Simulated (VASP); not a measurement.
WC, 8 atoms in the cell. The cell holds a slab with vacuum, 8 atoms: a = 2.901 Å, b = 2.901 Å, c = 24.901 Å, α = 90.00°, β = 90.00°, γ = 120.00°.  The cell isn't the ideal one: the (0 0 1) slab of WC, cut from the database cell, not relaxed.

```yaml
Program: VASP 6.6.1
Task: work function
Functional: PBE
Potentials_or_basis: VASP PAW PBE potentials, release 64 (C, W_sv)
Cutoff: 520 eV
k_mesh: 11 × 11 × 1
Occupations: gaussian, width 0.05 eV
Spin: no spin polarisation
Dipole_correction: yes
Further_INCAR_settings: ALGO = Fast; EDIFF = 1e-07
```

Potentials or basis: VASP PAW PBE potentials, release 64 (C, W_sv).

The run is started by

```bash
$ cat potpaw_PBE.64/C/POTCAR potpaw_PBE.64/W_sv/POTCAR > POTCAR
$ mpirun -np 1 vasp_std > vasp.out
```

Hardware: 1 thread of AMD EPYC 7571, on a shared host.

Q: How long does it take, and how much memory?

A: It took 18 min on 1 thread of AMD EPYC 7571, with other jobs on the host, peak memory 0.35 GiB. Counts: scf iterations 41, k points 16.
